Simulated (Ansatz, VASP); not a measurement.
## One calculation of La, two programs

Contents of INCAR:

```
SYSTEM = La
  ALGO = Fast
  EDIFF = 1E-7
  ENCUT = 520
  GGA = PE
  ISIF = 2
  ISMEAR = -1
  LASPH = .True.
  LCHARG = .False.
  LREAL = .False.
  LWAVE = .False.
  NBANDS = 12
  NELM = 80
  PREC = Accurate
  SIGMA = 0.1
```

KPOINTS

```
k-points
0
Gamma
  5 5 5
  0 0 0
```

File POSCAR:

```
La
1.0
   -2.3648300000      2.3648300000      2.3648300000
    2.3648300000     -2.3648300000      2.3648300000
    2.3648300000      2.3648300000     -2.3648300000
La
1
Direct
    0.0000000000      0.0000000000      0.0000000000
```

Input for Ansatz:

```yaml
crystal:
  lattice:
    - [-2.36483, 2.36483, 2.36483]
    - [2.36483, -2.36483, 2.36483]
    - [2.36483, 2.36483, -2.36483]
  atoms:
    - { symbol: La, position: [0.0, 0.0, 0.0] }
  symmetry: { tolerance: 0.0003 }
kpoints:
  mp_grid: { grid: [5, 5, 5], shift: [0, 0, 0] }
magnetization:
  spin_polarized: false
scf:
  occupations: { method: fermi_dirac }
  algorithm: density_mixing
hamiltonian:
  pseudopotentials: { kind: paw }
  xc: pbe
basis:
  ecutwfc: 420
output:
  forces: true
  stress: true
  eigenvalues: true
accuracy: medium
```

The cell was built by a generator and needn't be a form met in nature.

Alike in both runs: task single point; functional PBE; k mesh 5 × 5 × 5; no spin polarisation.

|  | VASP | Ansatz |
| --- | --- | --- |
| version | VASP 6.6.1 | Ansatz 0.2.0 |
| potentials or method | VASP PAW PBE potentials, release 64 (La) | PAW plane waves |
| plane-wave cutoff (eV) | 520 | 420 |
| occupations | fermi-dirac, width 0.1 eV | fermi-dirac |
| valence electrons in the cell | 11 | 11 |

|  | VASP | Ansatz | Ansatz less VASP |
| --- | --- | --- | --- |
| gap on the k mesh at the Fermi level (eV) | none | none | - |
| pressure (GPa) | -5.0 | -5.0 | +0.02 |

A gap of «none» marks a metal or a gap that the smearing closes.

Caveats: the k mesh is coarse (spacing up to 0.38 Å⁻¹), so the values aren't converged. Spin-orbit coupling is left out, which matters for the levels of La.
